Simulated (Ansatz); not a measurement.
Set up this calculation in Ansatz 0.2.0, as the native input.

```yaml
Task: single point
Functional: PBE
Potentials_or_basis: Ansatz PAW
Cutoff: "420 eV (not typed: the program's choice for these potentials)"
k_mesh: 7 × 7 × 7
Occupations: gaussian, width 0.024 eV
Spin: no spin polarisation
```

Crystal: SnTe.

```xyz
2
Lattice="3.9047 0.0000 0.0000 0.0000 3.9047 0.0000 0.0000 0.0000 3.9047" Properties=species:S:1:pos:R:3 pbc="T T T"
Te    1.9524    1.9524    1.9524
Sn    0.0000    0.0000    0.0000
```

Measurements of this composition are mostly on another form, of space group No. 225.

The input as run:

input.yaml

```yaml
crystal:
  lattice:
    - [3.9047, 0.0, 0.0]
    - [0.0, 3.9047, 0.0]
    - [0.0, 0.0, 3.9047]
  atoms:
    - { symbol: Te, position: [0.5, 0.5, 0.5] }
    - { symbol: Sn, position: [0.0, 0.0, 0.0] }
hamiltonian:
  xc: pbe
  pseudopotentials: { kind: paw }
kpoints:
  mp_grid: { grid: [7, 7, 7] }
scf:
  occupations: { method: gaussian, width: 0.024 }
output:
  forces: true
  stress: true
  eigenvalues: true
  write_density: true
  write_potential: true
  elf: true
  volumetric_format: npy
```

Potentials or basis: Ansatz PAW.

Run with:

```bash
$ ansatz run input.yaml --threads 2 --pin off --max-ram 5632MiB --backend cpu --events-out ev --progress --plain --runs-dir out
```

It gave:

* Pressure: -1.1 GPa
* Band gap on the k mesh: none (metal or under the smearing width)

It took 1.2 s on 2 threads of Arm Neoverse V2 (shared host), peak memory 0.32 GiB.
